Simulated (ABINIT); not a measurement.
Set up this calculation in ABINIT 10.8.3 (patched build), as the native input.

```yaml
Task: single point
Functional: PBEsol
Potentials_or_basis: PseudoDojo NC SR PBEsol v0.4.1 standard
Cutoff: 1116 eV
k_mesh: 8 × 8 × 5
Occupations: fermi-dirac, width 0.05 eV
Spin: no spin polarisation
```

The system is Ta2C.

```xyz
3
Lattice="3.1059 0.0000 0.0000 -1.5530 2.6898 0.0000 0.0000 0.0000 4.9464" Properties=species:S:1:pos:R:3 pbc="T T T"
Ta    1.5530    0.8966    3.6999
Ta    0.0000    1.7932    1.2465
C     0.0000    0.0000    0.0000
```

One way to write it, as run:

run.abi

```
# Pseudopotentials
pp_dirpath "./"
pseudos "Ta.upf, C.upf"

# Structure
acell 3*1.0 Angstrom
rprim
     3.1059000000     0.0000000000     0.0000000000
    -1.5529500000     2.6897883016     0.0000000000
     0.0000000000     0.0000000000     4.9464000000
ntypat 2
znucl 73 6
natom 3
typat 1 1 2
xred
     0.6666666667     0.3333333333     0.7479900000
     0.3333333333     0.6666666667     0.2520100000
     0.0000000000     0.0000000000     0.0000000000

# Plane-wave basis
ecut 41.0

# k points
kptopt 1
ngkpt 8 8 5
nshiftk 1
shiftk 0.0 0.0 0.0

# Exchange and correlation
ixc -116133

# Bands and occupations
nband 19
occopt 3
tsmear 0.05 eV

# SCF cycle
nstep 100
tolvrs 1.0e-10

# Output
iomode 3
prtwf 0
prteig 0
prtebands 0
enunit 1
prtden 1
prtvha 1
prtvclmb 1
prtpot 1
prtelf 1
```

Potentials or basis: PseudoDojo NC SR PBEsol v0.4.1 standard.

Run with:

```sh
$ abinit run.abi > log 2>&1
```

It gave:

```json
{
 "Pressure": "-3.0 GPa",
 "Largest force": "0.057 eV/Å",
 "Band gap on the k mesh": "none (metal or under the smearing width)",
 "Valence electrons inside the program's atomic spheres": "Ta 9.22; C 4.13"
}
```

Wall time 2.2 min on 1 thread of Intel(R) Xeon(R) Platinum 8259CL CPU @ 2.50GHz (Skylake/Cascade Lake), with other jobs on the host, peak memory 0.11 GiB.
